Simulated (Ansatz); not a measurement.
A calculation with Ansatz 0.2.0 of MgO (ASE script, Cartesian positions):

run.py

```python
import json

import ase.io
import numpy as np

import ansatz as az

atoms = ase.io.read("MgO.xyz")

calculation = (
    az.Crystal.from_ase(atoms)
    .calculation()
    .kpoints(11, 11, 11)
    .functional("pbesol")
    .pseudopotentials(kind="paw", accuracy="standard", xc_functional="pbe")
    .occupations(method="gaussian", width=0.15)
    .xc_energy_on_converged_density(("lda", "pbe", "rpbe", "revpbe", "blyp", "r2scan"))
    .forces()
    .stress()
    .band_table(publish=True)
)
outcome = calculation.run(threads=2, events_out="events.jsonl")

report = outcome.report
for line in open("events.jsonl"):
    event = json.loads(line)
    if event["event"] == "scf_iter":
        d = event["data"]
        print(f"SCF {d['iter']:3d}  HF = {d['harris_foulkes_ev']:.6f} eV  dr2 = {d['dr2_ev']:.2e} eV")
    elif event["event"] in ("relax_step", "md_step"):
        d = event["data"]
        print(f"{event['event']} {d['step']:3d}  E = {d['lagrangian_ev']:.6f} eV")
np.set_printoptions(precision=5, suppress=True, linewidth=110)
print("converged:", report["converged"], "after", report["n_iterations"], "iterations")
print(f"free energy {report['free_energy_ev']:.6f} eV, Fermi level {report['fermi_energy_ev']:.4f} eV")
for key in ("band_edges_ev", "magnetization_mub", "site_moments_mub", "site_moments_nc_mub", "forces_ev_ang",
                "stress_gpa"):
    if report.get(key) is not None:
        print(key, np.array(report[key]), sep="\n")
```

MgO.xyz

```xyz
2
Lattice="0.0000000000 2.0970013927 2.0970013927 2.0970013927 0.0000000000 2.0970013927 2.0970013927 2.0970013927 0.0000000000" Properties=species:S:1:pos:R:3 pbc="T T T"
Mg     0.0000000000      0.0000000000      0.0000000000
O      2.0970013927      2.0970013927      2.0970013927
```

Potentials or basis: SSSP efficiency PAW.

The run is started by

```sh
$ python run.py
```

The cell is a database's computed one.

Question: Write the same calculation in another form: native input, structure typed inline.

Answer: As run:

The input input.yaml:

```yaml
crystal:
  lattice:
    - [0.0, 2.0970013927, 2.0970013927]
    - [2.0970013927, 0.0, 2.0970013927]
    - [2.0970013927, 2.0970013927, 0.0]
  atoms:
    - { symbol: Mg, position: [0.0, 0.0, 0.0] }
    - { symbol: O, position: [0.5, 0.5, 0.5] }
hamiltonian:
  xc: pbesol
  pseudopotentials: { kind: paw, accuracy: standard, xc_functional: pbe }
kpoints:
  mp_grid: { grid: [11, 11, 11] }
scf:
  occupations: { method: gaussian, width: 0.15 }
output:
  forces: true
  stress: true
  eigenvalues: true
  xc_energy_on_converged_density: [lda, pbe, rpbe, revpbe, blyp, r2scan]
```

Potentials or basis: SSSP efficiency PAW.

Command:

```console
$ ansatz run input.yaml --threads 2 --pin off --max-ram 5120MiB --backend cpu --events-out ev --progress --plain --runs-dir out
```

Both were run:

|  | ASE script, Cartesian positions | native input, structure typed inline |
| --- | --- | --- |
| Pressure | 2.1 GPa | 2.1 GPa |
| Band gap on the k mesh | 4.75 eV, direct | 4.75 eV, direct |

Keys that steer only the numerical path or the files written may differ.

Caveat: odd divisions of the mesh miss points on the zone boundary, where band edges often lie, so the gap on the mesh can be too wide.
